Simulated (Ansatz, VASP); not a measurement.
## One calculation of TiN, two programs

```
CELL_PARAMETERS angstrom
0.00000 2.14447 2.14447
2.14447 0.00000 2.14447
2.14447 2.14447 0.00000
ATOMIC_POSITIONS crystal
Ti 0.00000 0.00000 0.00000
N 0.50000 0.50000 0.50000
```

Change from the starting cell: volume scaled by 1.03.

Alike in both runs: task single point; functional PBE; k mesh 16 × 16 × 16; occupations fermi-dirac, width 0.03 eV; no spin polarisation.

|  | VASP | Ansatz |
| --- | --- | --- |
| version | VASP 6.6.1 | Ansatz 0.2.0 |
| potentials or method | VASP PAW PBE potentials, release 64 (Ti_sv, N), cutoff 520 eV | all-electron LAPW, scalar-relativistic |

```csv
,VASP,Ansatz,Ansatz less VASP
pressure (GPa),-7.3,-7.7,-0.45
```

Ansatz ran all-electron here, so the differences hold the error of VASP's frozen core and of both bases.
